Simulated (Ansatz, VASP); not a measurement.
**MgS: VASP beside Ansatz**

The input INCAR:

```
  PREC = Accurate
  ENCUT = 520
  EDIFF = 1E-6
  ISMEAR = 0
  SIGMA = 0.05
  LREAL = F
  LASPH = T
  NELM = 100
  ALGO = Normal
  ISIF = 2
  LWAVE = F
  LCHARG = F
  GGA = PE
  NBANDS = 11
```

File KPOINTS:

```
Automatic mesh
0
Gamma
  8 8 8
```

The input POSCAR:

```
MgS
1.0
    0.0000000000      2.6016500000      2.7057160000
    2.6016500000      0.0000000000      2.7057160000
    2.6016500000      2.6016500000      0.0000000000
Mg S
1 1
Direct
    0.0000000000      0.0000000000      0.0000000000
    0.5000000000      0.5000000000      0.5000000000
```

Input for Ansatz:

```yaml
crystal:
  lattice:
    - [0.0, 2.60165, 2.705716]
    - [2.60165, 0.0, 2.705716]
    - [2.60165, 2.60165, 0.0]
  atoms:
    - { symbol: Mg, position: [0.0, 0.0, 0.0] }
    - { symbol: S, position: [0.5, 0.5, 0.5] }
basis:
  ecutwfc: 420
kpoints:
  mp_grid: { grid: [8, 8, 8] }
hamiltonian:
  xc: pbe
scf:
  occupations: { method: gaussian, width: 0.05 }
output:
  forces: true
  stress: true
  eigenvalues: true
```

Change from the starting cell: strain +0.000 along x and y, +0.040 along z, atoms carried along.

Alike in both runs: task single point; functional PBE; k mesh 8 × 8 × 8; occupations gaussian, width 0.05 eV; no spin polarisation.

```csv
,VASP,Ansatz
version,VASP 6.6.1,Ansatz 0.2.0
potentials or method,"VASP PAW PBE potentials, release 64 (Mg, S)","scalar-relativistic, plane waves, PAW"
plane-wave cutoff (eV),520,420
valence electrons in the cell,8,16
```

```tsv
	VASP	Ansatz	Ansatz less VASP
gap on the k mesh at the Fermi level (eV)	2.54	2.55	+0.016
least direct gap on the mesh (eV)	3.31	3.32	+0.013
pressure (GPa)	-1.8	-1.5	+0.29
largest component of the traceless stress (GPa)	2.06	2.08	+0.018
```

The two sets of potentials don't hold the same shells in valence.

A k mesh can miss the band edges.
